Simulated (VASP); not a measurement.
# InP (F-43m) in VASP: settings compared

Aim: see how the results for InP move with the level of theory and the settings. Levels: PBEsol, RPBE. Tasks: single point, relaxation of cell and atoms.

Program: VASP 6.6.1. These are calculated values, not measurements. Logs are shortened: lines on timing, memory, paths and dates and some standing lists are left out, and cuts for length are marked.

**Experimental background.**

From a printed reference work, data compilation, for a bulk crystal of InP at 1.6 K: band gap 1.4236 eV (direct).

The results are compared with them further down.

## (1) The structure

Symmetry: F-43m, No. 216, cubic system. Conventional cell: a = 5.904 Å, b = 5.904 Å, c = 5.904 Å, α = 90.00°, β = 90.00°, γ = 90.00°. Around In (site symmetry -43m) lie 4 P at 2.56 Å. P (site symmetry -43m) has 4 In at 2.56 Å as nearest neighbours.

The cell is a database's computed one.

## (2) Single point, PBEsol

The input, INCAR:

```
SYSTEM = InP
PREC     = Accurate       ! precision mode
ENCUT    = 520            ! plane-wave cutoff, eV
EDIFF    = 1E-7           ! SCF threshold, eV
ISMEAR   = 0              ! smearing method
SIGMA    = 0.02           ! smearing width, eV
LREAL    = .FALSE.        ! projectors in reciprocal space
LASPH    = .TRUE.         ! aspherical terms in the spheres
NELM     = 100            ! most SCF steps
ALGO     = Normal         ! electronic algorithm
ISIF     = 2              ! what is computed and relaxed
LWAVE    = .FALSE.        ! write WAVECAR
LCHARG   = .FALSE.        ! write CHGCAR
GGA      = PS             ! functional
```

The input, KPOINTS:

```
Automatic mesh
0
G
  10 10 10
  0 0 0
```

The input, POSCAR:

```
InP
1.0
    0.0000000000      2.9519763900      2.9519763900
    2.9519763900      0.0000000000      2.9519763900
    2.9519763900      2.9519763900      0.0000000000
In P
1 1
Direct
    0.0000000000      0.0000000000      0.0000000000
    0.7500000000      0.7500000000      0.7500000000
```

Potentials or basis: VASP PAW PBE potentials, release 64 (In_d, P).

Command:

```
cat potpaw_PBE.64/In_d/POTCAR potpaw_PBE.64/P/POTCAR > POTCAR
mpirun -np 1 vasp_std > vasp.out
```

OUTCAR:

```text
SYSTEM = InP
   PREC = Accurate
   ENCUT = 520
   EDIFF = 1E-7
   ISMEAR = 0
   LREAL = .FALSE.
   LASPH = .TRUE.
   NELM = 100
   ISIF = 2
   GGA = PS

 ion  position               nearest neighbor table
   1  0.000  0.000  0.000-   2 2.56   2 2.56   2 2.56   2 2.56
   2  0.750  0.750  0.750-   1 2.56   1 2.56   1 2.56   1 2.56

  LATTYP: Found a face centered cubic cell.
 ALAT       =     5.9039527800

  Lattice vectors:

 A1 = (   0.0000000000,   2.9519763900,   2.9519763900)
 A2 = (   2.9519763900,   0.0000000000,   2.9519763900)
 A3 = (   2.9519763900,   2.9519763900,   0.0000000000)

Analysis of symmetry for initial positions (statically):
=====================================================================
 Subroutine PRICEL returns:
 Original cell was already a primitive cell.

 Routine SETGRP: Setting up the symmetry group for a
 face centered cubic supercell.

 Subroutine GETGRP returns: Found 24 space group operations
 (whereof 24 operations were pure point group operations)
 out of a pool of 48 trial point group operations.

The static configuration has the point symmetry T_d .

Analysis of symmetry for dynamics (positions and initial velocities):
=====================================================================
 Subroutine PRICEL returns:
 Original cell was already a primitive cell.

 Routine SETGRP: Setting up the symmetry group for a
 face centered cubic supercell.

 Subroutine GETGRP returns: Found 24 space group operations
 (whereof 24 operations were pure point group operations)
 out of a pool of 48 trial point group operations.

The dynamic configuration has the point symmetry T_d .

 Subroutine INISYM returns: Found 24 space group operations
 (whereof 24 operations are pure point group operations),
 and found     1 'primitive' translations

----------------------------------------------------------------------------------------

                                     Primitive cell

  volume of cell :      51.4480

  direct lattice vectors                    reciprocal lattice vectors
     0.000000000  2.951976390  2.951976390    -0.169378048  0.169378048  0.169378048
     2.951976390  0.000000000  2.951976390     0.169378048 -0.169378048  0.169378048
     2.951976390  2.951976390  0.000000000     0.169378048  0.169378048 -0.169378048

  length of vectors
     4.174725047  4.174725047  4.174725047     0.293371386  0.293371386  0.293371386

  position of ions in fractional coordinates (direct lattice)
     0.000000000  0.000000000  0.000000000
     0.750000000  0.750000000  0.750000000

  ion indices of the primitive-cell ions
   primitive index   ion index
                 1           1
                 2           2

----------------------------------------------------------------------------------------

 KPOINTS: Automatic mesh

Automatic generation of k-mesh.
 Grid dimensions read from file:
 generate k-points for:   10   10   10

 Generating k-lattice:

  Cartesian coordinates                     Fractional coordinates (reciprocal lattice)
    -0.016937805  0.016937805  0.016937805     0.100000000  0.000000000  0.000000000
     0.016937805 -0.016937805  0.016937805     0.000000000  0.100000000  0.000000000
     0.016937805  0.016937805 -0.016937805     0.000000000  0.000000000  0.100000000

  Length of vectors
     0.029337139  0.029337139  0.029337139

  Shift w.r.t. Gamma in fractional coordinates (k-lattice)
     0.000000000  0.000000000  0.000000000

 Subroutine IBZKPT returns following result:
 ===========================================

 Found     47 irreducible k-points:

 Following reciprocal coordinates:
            Coordinates               Weight
  0.000000  0.000000  0.000000      1.000000
  0.100000  0.000000  0.000000      8.000000
  0.200000  0.000000  0.000000      8.000000
  0.300000  0.000000  0.000000      8.000000
  0.400000  0.000000  0.000000      8.000000
  0.500000  0.000000  0.000000      4.000000
[... 16 lines left out ...]
  0.300000  0.300000  0.000000      6.000000
  0.400000  0.300000  0.000000     24.000000
 [... further k-points ...]
   k-points           NKPTS =     47   k-points in BZ     NKDIM =     47   number of bands    NBANDS=     13
   number of dos      NEDOS =    301   number of ions     NIONS =      2
   total plane-waves  NPLWV =  32768
   dimension x,y,z NGX =    32 NGY =   32 NGZ =   32
   dimension x,y,z NGXF=    64 NGYF=   64 NGZF=   64
   ions per type =               1   1
   NGX,Y,Z   is equivalent  to a cutoff of  12.74, 12.74, 12.74 a.u.
   NGXF,Y,Z  is equivalent  to a cutoff of  25.49, 25.49, 25.49 a.u.
 SYSTEM =  InP
   PREC   = accura    normal or accurate (medium, high low for compatibility)
   ISTART =      0    job   : 0-new  1-cont  2-samecut
   ICHARG =      2    charge: 1-file 2-atom 10-const
   ISPIN  =      1    spin polarized calculation?
   LNONCOLLINEAR =      F non collinear calculations
   LSORBIT =      F    spin-orbit coupling
   LASPH  =      T    aspherical Exc in radial PAW
   ENCUT  =  520.0 eV  38.22 Ry    6.18 a.u.   7.76  7.76  7.76*2*pi/ulx,y,z
   NELM   =    100;   NELMIN=  2; NELMDL= -5     # of ELM steps
   EDIFF  = 0.1E-06   stopping-criterion for ELM
   LREAL  =      F    real-space projection
   EDIFFG = 0.1E-05   stopping-criterion for IOM
   NSW    =      0    number of steps for IOM
   IBRION =     -1    ionic relax: 0-MD 1-quasi-New 2-CG
   NFREE  =      0    steps in history (QN), initial steepest desc. (CG)
   ISIF   =      2    stress and relaxation
   ISYM   =      2    0-nonsym 1-usesym 2-fastsym
   POTIM  = 0.5000    time-step for ionic-motion
   TEBEG  =    0.0;   TEEND  =   0.0 temperature during run
   PSTRESS=    0.0 pullay stress
   NELECT =      18.0000    total number of electrons
   NUPDOWN=      -1.0000    fix difference up-down
   EMIN   =  10.00;   EMAX   =-10.00  energy-range for DOS
   EFERMI =   0.00;   METHOD = LEGACY
   ISMEAR =     0;   SIGMA  =   0.02  broadening in eV -4-tet -1-fermi 0-gaus
   EFERMI_NEDOS =   21; number of points for ismear=-14 and -15
   IALGO  =     38    algorithm
   IMIX   =      4    mixing-type and parameters
     AMIX     =   0.40;   BMIX     =  1.00
     AMIX_MAG =   1.60;   BMIX_MAG =  1.00
  volume/ion in A,a.u.               =      25.72       173.59
  Fermi-wavevector in a.u.,A,eV,Ry     =   1.153567  2.179925 18.105499  1.330717
  Thomas-Fermi vector in A             =   2.290210
   LORBIT       =      0    0 simple, 1 ext, 2 COOP (PROOUT), +10 PAW based schemes
   GGA     = PS    functional components
   LHFCALC =     F    Hartree Fock is set to
   AEXX    =    0.0000 exact exchange contribution
   IVDW    =     0    specifies the selected vdW correction
   LEPSILON=     F    determine dielectric tensor
   LRPA    =     F    only Hartree local field effects (RPA)
 non-spin polarized calculation
 Gauss-broadening in eV      SIGMA  =   0.02
  energy-cutoff  :      520.00
  volume of cell :       51.45
 maximum number of plane-waves:      1411
   NGX = 15   NGY = 15   NGZ = 15

 number of electron      18.0000009 magnetization

 Free energy of the ion-electron system (eV)
  ---------------------------------------------------
  ext. energy  EPLUGINS =         0.00000000
  ---------------------------------------------------
  free energy    TOTEN  =        -9.15510235 eV

  energy without entropy =       -9.15510235  energy(sigma->0) =       -9.15510235

 E-fermi :   4.9324     XC(G=0):  -9.3832

 val. band max:        4.8536002855   @ k =   0.0000   0.0000   0.0000
 cond. band min:       5.3512581889   @ k =   0.0000   0.0000   0.0000
 fundamental gap:      0.4976579034
 Fermi energy:         4.9323838713

 k-point     1 :       0.0000    0.0000    0.0000
  band No.  band energies     occupation
      1      -9.2507      2.00000
      2      -9.2507      2.00000
      3      -9.2507      2.00000
      4      -9.1067      2.00000
      5      -9.1067      2.00000
      6      -6.5453      2.00000
      7       4.8536      2.00000
      8       4.8536      2.00000
      9       4.8536      2.00000
     10       5.3513      0.00000
     11       8.8709      0.00000
     12       8.8709      0.00000
     13       8.8709      0.00000

 k-point     2 :       0.1000    0.0000    0.0000
  band No.  band energies     occupation
      1      -9.2623      2.00000
      2      -9.2460      2.00000
      3      -9.2460      2.00000
      4      -9.1067      2.00000
      5      -9.1067      2.00000
      6      -6.4333      2.00000
      7       3.6496      2.00000
      8       4.7316      2.00000
      9       4.7316      2.00000
     10       6.1928      0.00000
     11       8.9185      0.00000
     12       9.0552      0.00000
     13       9.0552      0.00000

 k-point     3 :       0.2000    0.0000    0.0000
  band No.  band energies     occupation
      1      -9.2915      2.00000
      2      -9.2348      2.00000
      3      -9.2348      2.00000
      4      -9.1057      2.00000
      5      -9.1057      2.00000
      6      -6.1114      2.00000
      7       2.1405      2.00000
      8       4.4550      2.00000
      9       4.4550      2.00000
     10       6.5327      0.00000
     11       9.4248      0.00000
     12       9.4248      0.00000
     13       9.5037      0.00000
[... 305 lines left out ...]
 k-point    23 :       0.3000    0.3000    0.0000
  band No.  band energies     occupation
      1      -9.3726      2.00000
      2      -9.1872      2.00000
      3      -9.1872      2.00000
      4      -9.1365      2.00000
      5      -9.0850      2.00000
      6      -5.3240      2.00000
      7       0.8246      2.00000
      8       3.1627      2.00000
      9       3.1627      2.00000
     10       6.9621      0.00000
     11       7.7450      0.00000
     12      11.8252      0.00000
     13      11.8302      0.00000

 k-point    24 :       0.4000    0.3000    0.0000
  band No.  band energies     occupation
      1      -9.3911      2.00000
      2      -9.1786      2.00000
      3      -9.1754      2.00000
      4      -9.1398      2.00000
      5      -9.0816      2.00000
      6      -4.9156      2.00000
      7       0.1241      2.00000
      8       2.6990      2.00000
      9       2.9656      2.00000
     10       7.0145      0.00000
     11       7.7826      0.00000
     12      11.5559      0.00000
     13      12.2318      0.00000

 [... further k-points ...]

------------------------ aborting loop because EDIFF is reached ----------------------------------------

  FORCE on cell =-STRESS in cart. coord.  units (eV):
  Direction    XX          YY          ZZ          XY          YZ          ZX
  --------------------------------------------------------------------------------------
  -------------------------------------------------------------------------------------
  Total       -0.2777067     -0.2777067     -0.2777067      0.0000000      0.0000000     -0.0000000
  in kB       -8.6482522     -8.6482522     -8.6482522      0.0000000      0.0000000     -0.0000000
  external PRESSURE =      -8.6482522 kB  Pullay stress =       0.0000000 kB

 VOLUME and BASIS-vectors are now :
 -----------------------------------------------------------------------------
  energy-cutoff  :      520.00
  volume of cell :       51.45
      direct lattice vectors                 reciprocal lattice vectors
     0.000000000  2.951976390  2.951976390    -0.169378048  0.169378048  0.169378048
     2.951976390  0.000000000  2.951976390     0.169378048 -0.169378048  0.169378048
     2.951976390  2.951976390  0.000000000     0.169378048  0.169378048 -0.169378048

 POSITION                                       TOTAL-FORCE (eV/Angst)
 -----------------------------------------------------------------------------------
      0.00000      0.00000      0.00000        -0.000000     -0.000000     -0.000000
      4.42796      4.42796      4.42796         0.000000      0.000000      0.000000
 -----------------------------------------------------------------------------------
    total drift:                                0.000000      0.000000      0.000000

  FREE ENERGIE OF THE ION-ELECTRON SYSTEM (eV)
  ---------------------------------------------------
  free  energy   TOTEN  =        -9.1551023474 eV

  energy  without entropy=       -9.1551023474  energy(sigma->0) =       -9.15510235
```

Run time: 16 s. Hardware: 1 thread of Intel Xeon 6975P-C (Granite Rapids), shared host; peak memory 0.18 GiB.

What came out:

| Property | Result |
| --- | --- |
| Free energy | -9.1551 eV |
| Pressure | -0.9 GPa |
| Band gap on the k mesh | 0.50 eV, direct |

Caveat: the PAW data sets were made with another functional, which shifts forces and pressure a little; spin-orbit coupling is left out, which moves the levels of the heavy elements.

(Continued in part 2 of 2.)
